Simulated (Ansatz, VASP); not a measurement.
**Cu: VASP beside Ansatz**

Contents of INCAR:

```
PREC     = Accurate       # precision mode
ENCUT    = 520            # plane-wave cutoff, eV
EDIFF    = 1E-6           # SCF threshold, eV
ISMEAR   = -1             # smearing method
SIGMA    = 0.05           # smearing width, eV
LREAL    = F              # projectors in reciprocal space
LASPH    = T              # aspherical terms in the spheres
NELM     = 100            # most SCF steps
ALGO     = Fast           # electronic algorithm
ISIF     = 2              # what is computed and relaxed
LWAVE    = F              # write WAVECAR
LCHARG   = F              # write CHGCAR
GGA      = RE             # functional
NBANDS   = 12             # bands
```

File KPOINTS:

```
regular mesh
0
Gamma
  13 13 13
```

Contents of POSCAR:

```
Cu
1.0
    0.0000000000      1.7706018915      1.7706018915
    1.7706018915      0.0000000000      1.7706018915
    1.7706018915      1.7706018915      0.0000000000
Cu
1
Direct
    0.0000000000      0.0000000000      0.0000000000
```

The input input.yaml:

```yaml
crystal:
  lattice:
    - [0.0, 1.7706018915, 1.7706018915]
    - [1.7706018915, 0.0, 1.7706018915]
    - [1.7706018915, 1.7706018915, 0.0]
  atoms:
    - { symbol: Cu, position: [0.0, 0.0, 0.0] }
hamiltonian:
  xc: revpbe
  pseudopotentials: { kind: paw }
kpoints:
  mp_grid: { grid: [13, 13, 13] }
scf:
  occupations: { method: fermi_dirac, width: 0.05 }
output:
  forces: true
  stress: true
  eigenvalues: true
  write_density: true
  write_potential: true
  elf: true
  volumetric_format: npy
```

Alike in both runs: task single point; functional revPBE; k mesh 13 × 13 × 13; occupations fermi-dirac, width 0.05 eV; no spin polarisation.

|  | VASP | Ansatz |
| --- | --- | --- |
| version | VASP 6.6.1 | Ansatz 0.2.0 |
| potentials or method | VASP PAW PBE potentials, release 64 (Cu) | Ansatz PAW |
| plane-wave cutoff (eV) | 520 | 420 |
| valence electrons in the cell | 11 | 19 |

```tsv
	VASP	Ansatz	Ansatz less VASP
gap on the k mesh at the Fermi level (eV)	none	none	-
pressure (GPa)	17.2	16.4	-0.79
```

A gap of «none» marks a metal or a gap that the smearing closes. With one functional, cell and mesh, what is left measures potentials, basis and numerics. The two sets of potentials don't hold the same shells in valence.

Caveats: so large a pressure means that the cell lies far from this level's equilibrium, or that cutoff or potentials fall short (VASP); the potentials were made for another functional, which shifts forces and pressure (VASP); the PAW data sets come from PBE, with cores solved anew for the run's functional, which leaves a small shift of forces and pressure (Ansatz).
